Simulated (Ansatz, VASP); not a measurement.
**Two plane-wave programs on Sr**

```xyz
1
Lattice="0.0000 2.8991 2.8991 2.8991 0.0000 2.8991 2.8991 2.8991 0.0000" Properties=species:S:1:pos:R:3 pbc="T T T"
Sr    0.0000    0.0000    0.0000
```

Alike in both runs: functional LDA; k mesh 14 × 14 × 14; occupations fermi-dirac, width 0.05 eV; no spin polarisation.

Ansatz relaxed the structure, and its values are those at the end. VASP's run is a single point on that final structure, the one shown.

|  | VASP | Ansatz |
| --- | --- | --- |
| version | VASP 6.6.1 | Ansatz 0.2.0 |
| potentials or method | VASP PAW LDA potentials, release 64 (Sr_sv) | PAW with Ansatz's default frozen-core files, scalar-relativistic |
| plane-wave cutoff (eV) | 520 | 420 |
| valence electrons in the cell | 10 | 10 |

```csv
,VASP,Ansatz,Ansatz less VASP
pressure (GPa),0.0,0.0,0.00
```
